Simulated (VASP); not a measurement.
Calculation: PBEsol GGA, VASP's PBE PAW potentials (set 64) (plane waves; VASP).

VASP input:

**POSCAR**
```
ZnTe
1
    0.0000000000     3.0318846614     3.0318846614
    3.0318846614     0.0000000000     3.0318846614
    3.0318846614     3.0318846614     0.0000000000
Zn Te
1 1
Direct
  0.0000000000   0.0000000000   0.0000000000
  0.2500000000   0.2500000000   0.2500000000
```

### INCAR
```
SYSTEM = ZnTe
PREC = Accurate
ENCUT = 400
EDIFF = 1E-7
NELM = 100
ALGO = Normal
LREAL = .FALSE.
LASPH = .TRUE.
ISMEAR = -5
GGA = PS
LMAXMIX = 4
LWAVE = .FALSE.
LCHARG = .TRUE.
LORBIT = 11
NEDOS = 601
ISIF = 2
```

**KPOINTS**
```
Automatic mesh
0
Gamma
9 9 9
0 0 0
```

POTCAR, in this order: Zn Te (PBE.64 set). Program: vasp_std.

The run wrote:

**OUTCAR**
```
 ion  position               nearest neighbor table
   1  0.000  0.000  0.000-   2 2.63   2 2.63   2 2.63   2 2.63
   2  0.250  0.250  0.250-   1 2.63   1 2.63   1 2.63   1 2.63
  LATTYP: Found a face centered cubic cell.
 ALAT       =     6.0637693228
 Subroutine PRICEL returns:
 Original cell was already a primitive cell.
 Subroutine GETGRP returns: Found 24 space group operations
The static configuration has the point symmetry T_d .
The dynamic configuration has the point symmetry T_d .
 Subroutine INISYM returns: Found 24 space group operations
 Subroutine IBZKPT returns following result:
 Found     35 irreducible k-points:

 Following reciprocal coordinates:
            Coordinates               Weight
  0.000000  0.000000  0.000000      1.000000
  0.111111  0.000000  0.000000      8.000000
  0.222222  0.000000  0.000000      8.000000
  0.333333  0.000000  0.000000      8.000000
  0.444444  0.000000  0.000000      8.000000
  0.111111  0.111111  0.000000      6.000000
  0.222222  0.111111  0.000000     24.000000
  0.333333  0.111111  0.000000     24.000000
  0.444444  0.111111  0.000000     24.000000
 -0.444444  0.111111  0.000000     24.000000
 -0.333333  0.111111  0.000000     24.000000
 -0.222222  0.111111  0.000000     24.000000
 -0.111111  0.111111  0.000000     12.000000
  0.222222  0.222222  0.000000      6.000000
  0.333333  0.222222  0.000000     24.000000
  0.444444  0.222222  0.000000     24.000000
 -0.444444  0.222222  0.000000     24.000000
 -0.333333  0.222222  0.000000     24.000000
 -0.222222  0.222222  0.000000     12.000000
  0.333333  0.333333  0.000000      6.000000
  0.444444  0.333333  0.000000     24.000000
 -0.444444  0.333333  0.000000     24.000000
 -0.333333  0.333333  0.000000     12.000000
  0.444444  0.444444  0.000000      6.000000
 -0.444444  0.444444  0.000000     12.000000
  0.333333  0.222222  0.111111     24.000000
  0.444444  0.222222  0.111111     48.000000
 -0.444444  0.222222  0.111111     48.000000
  0.444444  0.333333  0.111111     24.000000
 -0.444444  0.333333  0.111111     48.000000
 -0.333333  0.333333  0.111111     48.000000
 -0.222222  0.333333  0.111111     24.000000
 -0.444444  0.444444  0.111111     24.000000
 -0.333333  0.444444  0.111111     24.000000
 -0.333333  0.444444  0.222222     24.000000
   k-points           NKPTS =     35   k-points in BZ     NKDIM =     35   number of bands    NBANDS=     13
   number of dos      NEDOS =    601   number of ions     NIONS =      2
   total plane-waves  NPLWV =  21952
   dimension x,y,z NGX =    28 NGY =   28 NGZ =   28
   dimension x,y,z NGXF=    56 NGYF=   56 NGZF=   56
   ions per type =               1   1
   PREC   = accura    normal or accurate (medium, high low for compatibility)
   ISTART =      0    job   : 0-new  1-cont  2-samecut
   ICHARG =      2    charge: 1-file 2-atom 10-const
   ISPIN  =      1    spin polarized calculation?
   LNONCOLLINEAR =      F non collinear calculations
   LSORBIT =      F    spin-orbit coupling
   INIWAV =      1    electr: 0-lowe 1-rand  2-diag
   ENCUT  =  400.0 eV  29.40 Ry    5.42 a.u.   6.99  6.99  6.99*2*pi/ulx,y,z
   NELM   =    100;   NELMIN=  2; NELMDL= -5     # of ELM steps
   EDIFF  = 0.1E-06   stopping-criterion for ELM
   LREAL  =      F    real-space projection
   NLSPLINE    = F    spline interpolate recip. space projectors
   LMAXMIX     =    4 max onsite mixed and CHGCAR
   VOSKOWN=      0    Vosko Wilk Nusair interpolation
   EDIFFG = 0.1E-05   stopping-criterion for IOM
   NSW    =      0    number of steps for IOM
   NBLOCK =      1;   KBLOCK =      1    inner block; outer block
   IBRION =     -1    ionic relax: 0-MD 1-quasi-New 2-CG
...
```

**OSZICAR**
```
       N       E                     dE             d eps       ncg     rms          rms(c)
DAV:   1     0.714223553846E+02    0.71422E+02   -0.73391E+03   910   0.122E+03
DAV:   2    -0.219909111621E+01   -0.73621E+02   -0.71376E+02   945   0.236E+02
DAV:   3    -0.607061527673E+01   -0.38715E+01   -0.38567E+01  1135   0.571E+01
DAV:   4    -0.612354399556E+01   -0.52929E-01   -0.52915E-01  1204   0.659E+00
DAV:   5    -0.612411225643E+01   -0.56826E-03   -0.56826E-03  1123   0.522E-01    0.499E+00
DAV:   6    -0.593025302962E+01    0.19386E+00   -0.76918E-01  1100   0.276E+01    0.391E+00
DAV:   7    -0.591765917660E+01    0.12594E-01   -0.13143E-01   995   0.450E+00    0.164E+00
DAV:   8    -0.591520534039E+01    0.24538E-02   -0.48588E-03  1130   0.733E-01    0.378E-01
DAV:   9    -0.591508529950E+01    0.12004E-03   -0.80998E-04  1092   0.445E-01    0.127E-01
DAV:  10    -0.591509057953E+01   -0.52800E-05   -0.11825E-04  1048   0.117E-01    0.891E-02
DAV:  11    -0.591511189131E+01   -0.21312E-04   -0.36893E-05   963   0.381E-02    0.160E-02
DAV:  12    -0.591511369189E+01   -0.18006E-05   -0.50992E-06  1136   0.329E-02    0.172E-02
DAV:  13    -0.591511360138E+01    0.90508E-07   -0.88886E-07  1045   0.110E-02
   1 F= -.59151136E+01 E0= -.59151136E+01  d E =0.000000E+00
```

OUTCAR:
```
------------------------ aborting loop because EDIFF is reached ----------------------------------------
  FORCE on cell =-STRESS in cart. coord.  units (eV):
  Direction    XX          YY          ZZ          XY          YZ          ZX
  --------------------------------------------------------------------------------------
  Total        0.0037214      0.0037214      0.0037214      0.0000000     -0.0000000      0.0000000
  in kB        0.1069657      0.1069657      0.1069657      0.0000000     -0.0000000      0.0000000
  external PRESSURE =       0.1069657 kB  Pullay stress =       0.0000000 kB
  volume of cell :       55.74
      direct lattice vectors                 reciprocal lattice vectors
     0.000000000  3.031884661  3.031884661    -0.164913925  0.164913925  0.164913925
     3.031884661  0.000000000  3.031884661     0.164913925 -0.164913925  0.164913925
     3.031884661  3.031884661  0.000000000     0.164913925  0.164913925 -0.164913925
 POSITION                                       TOTAL-FORCE (eV/Angst)
 -----------------------------------------------------------------------------------
      0.00000      0.00000      0.00000        -0.000000     -0.000000     -0.000000
      1.51594      1.51594      1.51594         0.000000      0.000000      0.000000
 -----------------------------------------------------------------------------------
    total drift:                               -0.000001     -0.000001     -0.000001
  FREE ENERGIE OF THE ION-ELECTRON SYSTEM (eV)
  ---------------------------------------------------
  free  energy   TOTEN  =        -5.9151136014 eV

  energy  without entropy=       -5.9151136014  energy(sigma->0) =       -5.91511360

 total charge

# of ion       s       p       d       tot
------------------------------------------
    1        0.563   0.447   9.758  10.768
    2        1.346   2.072   0.030   3.448
--------------------------------------------------
tot          1.909   2.519   9.788  14.216
```
(Selected blocks of OUTCAR.)

The structure was generated: ZnTe was put into the zinc blende type (F-43m), which need not be its known phase. It was relaxed first.
